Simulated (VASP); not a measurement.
A run of VASP 6.6.1 is set up as follows.

File INCAR:

```
SYSTEM = CdS
  PREC = Accurate
  ENCUT = 520
  EDIFF = 1E-7
  ISMEAR = 0
  SIGMA = 0.02
  LREAL = .FALSE.
  LASPH = .TRUE.
  NELM = 100
  ALGO = Normal
  ISIF = 2
  LWAVE = .FALSE.
  LCHARG = .FALSE.
  GGA = PE
  NBANDS = 16
```

Contents of KPOINTS:

```
regular mesh
0
G
  8 8 8
  0 0 0
```

Contents of POSCAR:

```
CdS
1.0
    0.0000000000      3.0154249904      3.0154249904
    3.0154249904      0.0000000000      3.0154249904
    3.0154249904      3.0154249904      0.0000000000
Cd S
1 1
Direct
    0.0000000000      0.0000000000      0.0000000000
    0.7500000000      0.7500000000      0.7500000000
```

Potentials or basis: VASP PAW PBE potentials, release 64 (Cd, S).

The run is started by

```bash
$ cat potpaw_PBE.64/Cd/POTCAR potpaw_PBE.64/S/POTCAR > POTCAR
$ mpirun -np 1 vasp_std > vasp.out
```

(1) Estimate the pressure.

(2) Estimate the band gap on the k mesh.

## Answers

(1) -2.2 GPa.

(2) 0.92 eV, direct.
